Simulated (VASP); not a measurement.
# ZnS (P6_3mc) in VASP: a series of runs

Runs on ZnS. Level: PBEsol. Tasks: single point, relaxation of cell and atoms.

Everything below comes from runs of VASP 6.6.1. Logs are shortened: lines on timing, memory, paths and dates and some standing lists are left out, and cuts for length are marked.

**The experiment to reproduce.**

A printed reference work, monograph reports, for a bulk crystal of ZnS at 4 K: band gap 3.911 eV (direct).

The results are compared with them further down.

### 1 The cell of the first run

Symmetry: P6_3mc, No. 186, hexagonal system. Conventional cell: a = 3.781 Å, b = 3.781 Å, c = 6.209 Å, α = 90.00°, β = 90.00°, γ = 120.00°. Within 3.1 Å of Zn (site symmetry 3m) lie 4 S at 2.32 Å. Within 3.1 Å of S (site symmetry 3m) lie 4 Zn at 2.32 Å.

### 2 Single point, PBEsol

INCAR

```
PREC     = Accurate       # precision mode
ENCUT    = 520            # plane-wave cutoff, eV
EDIFF    = 1E-6           # SCF threshold, eV
ISMEAR   = 0              # smearing method
SIGMA    = 0.02           # smearing width, eV
LREAL    = F              # projectors in reciprocal space
LASPH    = T              # aspherical terms in the spheres
NELM     = 80             # most SCF steps
ALGO     = Normal         # electronic algorithm
ISIF     = 2              # what is computed and relaxed
LWAVE    = F              # write WAVECAR
LCHARG   = T              # write CHGCAR
GGA      = PS             # functional
LELF     = T              # ELF
LVHAR    = T            
NBANDS   = 26             # bands
```

KPOINTS

```
Automatic mesh
0
Gamma
  9 9 6
```

POSCAR

```
ZnS
1.0
    3.7814465092      0.0000000000      0.0000000000
   -1.8907232546      3.2748287400      0.0000000000
    0.0000000000      0.0000000000      6.2087146531
Zn S
2 2
Direct
    0.3333333333      0.6666666667      0.0054424479
    0.6666666667      0.3333333333      0.5054424479
    0.3333333333      0.6666666667      0.3795575521
    0.6666666667      0.3333333333      0.8795575521
```

Potentials or basis: VASP PAW PBE potentials, release 64 (Zn, S).

Started as:

```
$ cat potpaw_PBE.64/Zn/POTCAR potpaw_PBE.64/S/POTCAR > POTCAR
$ mpirun -np 1 vasp_std > vasp.out
```

OUTCAR:

```text
PREC = Accurate
   ENCUT = 520
   EDIFF = 1E-6
   ISMEAR = 0
   LREAL = F
   LASPH = T
   NELM = 80
   ISIF = 2
   GGA = PS

 ion  position               nearest neighbor table
   1  0.333  0.667  0.005-   4 2.32   4 2.32   4 2.32   3 2.32
   2  0.667  0.333  0.505-   3 2.32   3 2.32   3 2.32   4 2.32
   3  0.333  0.667  0.380-   2 2.32   2 2.32   2 2.32   1 2.32
   4  0.667  0.333  0.880-   1 2.32   1 2.32   1 2.32   2 2.32

  LATTYP: Found a hexagonal cell.
 ALAT       =     3.7814465092
 C/A-ratio  =     1.6418887952

  Lattice vectors:

 A1 = (   3.7814465092,   0.0000000000,   0.0000000000)
 A2 = (  -1.8907232546,   3.2748287400,   0.0000000000)
 A3 = (   0.0000000000,   0.0000000000,   6.2087146531)

Analysis of symmetry for initial positions (statically):
=====================================================================
 Subroutine PRICEL returns:
 Original cell was already a primitive cell.

 Routine SETGRP: Setting up the symmetry group for a
 hexagonal supercell.

 Subroutine GETGRP returns: Found 12 space group operations
 (whereof  6 operations were pure point group operations)
 out of a pool of 24 trial point group operations.

The static configuration has the point symmetry C_3v.
 The point group associated with its full space group is C_6v.

Analysis of symmetry for dynamics (positions and initial velocities):
=====================================================================
 Subroutine PRICEL returns:
 Original cell was already a primitive cell.

 Routine SETGRP: Setting up the symmetry group for a
 hexagonal supercell.

 Subroutine GETGRP returns: Found 12 space group operations
 (whereof  6 operations were pure point group operations)
 out of a pool of 24 trial point group operations.

The dynamic configuration has the point symmetry C_3v.
 The point group associated with its full space group is C_6v.

 Subroutine INISYM returns: Found 12 space group operations
 (whereof  6 operations are pure point group operations),
 and found     1 'primitive' translations

----------------------------------------------------------------------------------------

                                     Primitive cell

  volume of cell :      76.8862

  direct lattice vectors                    reciprocal lattice vectors
     3.781446509  0.000000000  0.000000000     0.264449067  0.152679740  0.000000000
    -1.890723255  3.274828740  0.000000000     0.000000000  0.305359480  0.000000000
     0.000000000  0.000000000  6.208714653     0.000000000  0.000000000  0.161063933

  length of vectors
     3.781446509  3.781446509  6.208714653     0.305359480  0.305359480  0.161063933

  position of ions in fractional coordinates (direct lattice)
     0.333333333  0.666666667  0.005442448
     0.666666667  0.333333333  0.505442448
     0.333333333  0.666666667  0.379557552
     0.666666667  0.333333333  0.879557552

  ion indices of the primitive-cell ions
   primitive index   ion index
                 1           1
                 2           2
                 3           3
                 4           4

----------------------------------------------------------------------------------------

 KPOINTS: Automatic mesh

Automatic generation of k-mesh.
 Grid dimensions read from file:
 generate k-points for:    9    9    6

 Generating k-lattice:

  Cartesian coordinates                     Fractional coordinates (reciprocal lattice)
     0.029383230  0.016964416  0.000000000     0.111111111  0.000000000  0.000000000
     0.000000000  0.033928831  0.000000000     0.000000000  0.111111111  0.000000000
     0.000000000  0.000000000  0.026843989     0.000000000  0.000000000  0.166666667

  Length of vectors
     0.033928831  0.033928831  0.026843989

  Shift w.r.t. Gamma in fractional coordinates (k-lattice)
     0.000000000  0.000000000  0.000000000

 Subroutine IBZKPT returns following result:
 ===========================================

 Found     48 irreducible k-points:

 Following reciprocal coordinates:
            Coordinates               Weight
  0.000000  0.000000  0.000000      1.000000
  0.111111  0.000000  0.000000      6.000000
  0.222222  0.000000  0.000000      6.000000
  0.333333  0.000000  0.000000      6.000000
  0.444444  0.000000  0.000000      6.000000
  0.111111  0.111111  0.000000      6.000000
[... 16 lines left out ...]
  0.333333  0.222222  0.166667     24.000000
  0.333333  0.333333  0.166667      4.000000
 [... further k-points ...]
   k-points           NKPTS =     48   k-points in BZ     NKDIM =     48   number of bands    NBANDS=     26
   number of dos      NEDOS =    301   number of ions     NIONS =      4
   total plane-waves  NPLWV =  37632
   dimension x,y,z NGX =    28 NGY =   28 NGZ =   48
   dimension x,y,z NGXF=    56 NGYF=   56 NGZF=   96
   ions per type =               2   2
   NGX,Y,Z   is equivalent  to a cutoff of  12.31, 12.31, 12.85 a.u.
   NGXF,Y,Z  is equivalent  to a cutoff of  24.62, 24.62, 25.71 a.u.
 SYSTEM =  unknown system
   PREC   = accura    normal or accurate (medium, high low for compatibility)
   ISTART =      0    job   : 0-new  1-cont  2-samecut
   ICHARG =      2    charge: 1-file 2-atom 10-const
   ISPIN  =      1    spin polarized calculation?
   LNONCOLLINEAR =      F non collinear calculations
   LSORBIT =      F    spin-orbit coupling
   LASPH  =      T    aspherical Exc in radial PAW
   ENCUT  =  520.0 eV  38.22 Ry    6.18 a.u.   7.03  7.03 11.54*2*pi/ulx,y,z
   NELM   =     80;   NELMIN=  2; NELMDL= -5     # of ELM steps
   EDIFF  = 0.1E-05   stopping-criterion for ELM
   LREAL  =      F    real-space projection
   EDIFFG = 0.1E-04   stopping-criterion for IOM
   NSW    =      0    number of steps for IOM
   IBRION =     -1    ionic relax: 0-MD 1-quasi-New 2-CG
   NFREE  =      0    steps in history (QN), initial steepest desc. (CG)
   ISIF   =      2    stress and relaxation
   ISYM   =      2    0-nonsym 1-usesym 2-fastsym
   POTIM  = 0.5000    time-step for ionic-motion
   TEBEG  =    0.0;   TEEND  =   0.0 temperature during run
   PSTRESS=    0.0 pullay stress
   NELECT =      36.0000    total number of electrons
   NUPDOWN=      -1.0000    fix difference up-down
   EMIN   =  10.00;   EMAX   =-10.00  energy-range for DOS
   EFERMI =   0.00;   METHOD = LEGACY
   ISMEAR =     0;   SIGMA  =   0.02  broadening in eV -4-tet -1-fermi 0-gaus
   EFERMI_NEDOS =   21; number of points for ismear=-14 and -15
   IALGO  =     38    algorithm
   IMIX   =      4    mixing-type and parameters
     AMIX     =   0.40;   BMIX     =  1.00
     AMIX_MAG =   1.60;   BMIX_MAG =  1.00
  volume/ion in A,a.u.               =      19.22       129.71
  Fermi-wavevector in a.u.,A,eV,Ry     =   1.271236  2.402288 21.987579  1.616041
  Thomas-Fermi vector in A             =   2.404180
   LORBIT       =      0    0 simple, 1 ext, 2 COOP (PROOUT), +10 PAW based schemes
   GGA     = PS    functional components
   LHFCALC =     F    Hartree Fock is set to
   AEXX    =    0.0000 exact exchange contribution
   IVDW    =     0    specifies the selected vdW correction
   LEPSILON=     F    determine dielectric tensor
   LRPA    =     F    only Hartree local field effects (RPA)
 non-spin polarized calculation
 Gauss-broadening in eV      SIGMA  =   0.02
  energy-cutoff  :      520.00
  volume of cell :       76.89
 maximum number of plane-waves:      2087
   NGX = 15   NGY = 15   NGZ = 23

 number of electron      36.0000003 magnetization

 Free energy of the ion-electron system (eV)
  ---------------------------------------------------
  ext. energy  EPLUGINS =         0.00000000
  ---------------------------------------------------
  free energy    TOTEN  =       -15.16730913 eV

  energy without entropy =      -15.16730913  energy(sigma->0) =      -15.16730913

 E-fermi :   2.3899     XC(G=0):  -9.9649

 val. band max:        2.2806634171   @ k =   0.0000   0.0000   0.0000
 cond. band min:       4.4419062393   @ k =   0.0000   0.0000   0.0000
 fundamental gap:      2.1612428222
 Fermi energy:         2.3898550825

 k-point     1 :       0.0000    0.0000    0.0000
  band No.  band energies     occupation
      1     -11.0889      2.00000
      2     -10.0925      2.00000
      3      -4.2094      2.00000
      4      -4.1927      2.00000
      5      -4.1927      2.00000
      6      -4.1070      2.00000
[... 18 lines left out ...]
     25       9.9090      0.00000
     26      11.4784      0.00000

 k-point     2 :       0.1111    0.0000    0.0000
  band No.  band energies     occupation
      1     -11.0008      2.00000
      2     -10.0428      2.00000
      3      -4.2060      2.00000
      4      -4.1871      2.00000
      5      -4.1753      2.00000
      6      -4.0990      2.00000
[... 18 lines left out ...]
     25      10.2969      0.00000
     26      10.9122      0.00000

 k-point     3 :       0.2222    0.0000    0.0000
  band No.  band energies     occupation
      1     -10.7576      2.00000
      2      -9.9196      2.00000
      3      -4.2188      2.00000
      4      -4.1523      2.00000
      5      -4.1361      2.00000
      6      -4.0573      2.00000
[... 18 lines left out ...]
     25      10.4478      0.00000
     26      11.1304      0.00000

 k-point     4 :       0.3333    0.0000    0.0000
  band No.  band energies     occupation
      1     -10.4289      2.00000
      2      -9.7968      2.00000
      3      -4.2134      2.00000
      4      -4.1140      2.00000
      5      -4.1021      2.00000
      6      -3.9558      2.00000
[... 18 lines left out ...]
     25      10.8647      0.00000
     26      11.9854      0.00000
[... 496 lines left out ...]
      1     -10.2282      2.00000
      2      -9.7909      2.00000
      3      -4.1515      2.00000
      4      -4.1151      2.00000
      5      -4.0324      2.00000
      6      -3.9802      2.00000
[... 18 lines left out ...]
     25      10.6805      0.00000
     26      11.6188      0.00000

 k-point    23 :       0.3333    0.2222    0.1667
  band No.  band energies     occupation
      1      -9.9931      2.00000
      2      -9.7729      2.00000
      3      -4.1627      2.00000
      4      -4.0565      2.00000
      5      -3.9694      2.00000
      6      -3.8911      2.00000
[... 18 lines left out ...]
     25      11.4483      0.00000
     26      12.2700      0.00000

 k-point    24 :       0.3333    0.3333    0.1667
  band No.  band energies     occupation
      1      -9.8393      2.00000
      2      -9.8393      2.00000
      3      -4.1646      2.00000
      4      -3.9962      2.00000
      5      -3.9962      2.00000
      6      -3.8678      2.00000
[... 18 lines left out ...]
     25      12.3136      0.00000
     26      12.3579      0.00000

 [... further k-points ...]

------------------------ aborting loop because EDIFF is reached ----------------------------------------

  FORCE on cell =-STRESS in cart. coord.  units (eV):
  Direction    XX          YY          ZZ          XY          YZ          ZX
  --------------------------------------------------------------------------------------
  -------------------------------------------------------------------------------------
  Total        0.1043822      0.1043822      0.0888119      0.0000000     -0.0000000      0.0000000
  in kB        2.1751471      2.1751471      1.8506884      0.0000000     -0.0000000      0.0000000
  external PRESSURE =       2.0669942 kB  Pullay stress =       0.0000000 kB

 VOLUME and BASIS-vectors are now :
 -----------------------------------------------------------------------------
  energy-cutoff  :      520.00
  volume of cell :       76.89
      direct lattice vectors                 reciprocal lattice vectors
     3.781446509  0.000000000  0.000000000     0.264449067  0.152679740  0.000000000
    -1.890723255  3.274828740  0.000000000     0.000000000  0.305359480  0.000000000
     0.000000000  0.000000000  6.208714653     0.000000000  0.000000000  0.161063933

 POSITION                                       TOTAL-FORCE (eV/Angst)
 -----------------------------------------------------------------------------------
     -0.00000      2.18322      0.03379        -0.000000      0.000000      0.000835
      1.89072      1.09161      3.13815         0.000000     -0.000000      0.000835
     -0.00000      2.18322      2.35656         0.000000      0.000000     -0.000835
      1.89072      1.09161      5.46092         0.000000      0.000000     -0.000835
 -----------------------------------------------------------------------------------
    total drift:                               -0.000000     -0.000000     -0.000467

  FREE ENERGIE OF THE ION-ELECTRON SYSTEM (eV)
  ---------------------------------------------------
  free  energy   TOTEN  =       -15.1673091292 eV

  energy  without entropy=      -15.1673091292  energy(sigma->0) =      -15.16730913
```

Wall time 33 s (1 thread of Intel Xeon Platinum 8481C at 2.70GHz (Sapphire Rapids), shared host); peak memory 0.23 GiB.

Results:

* Free energy: -15.1673 eV
* Pressure: 0.2 GPa
* Band gap on the k mesh: 2.16 eV

Caveat: the PAW data sets were made with another functional, which shifts forces and pressure a little.

(Part 1 of 2 ends here.)
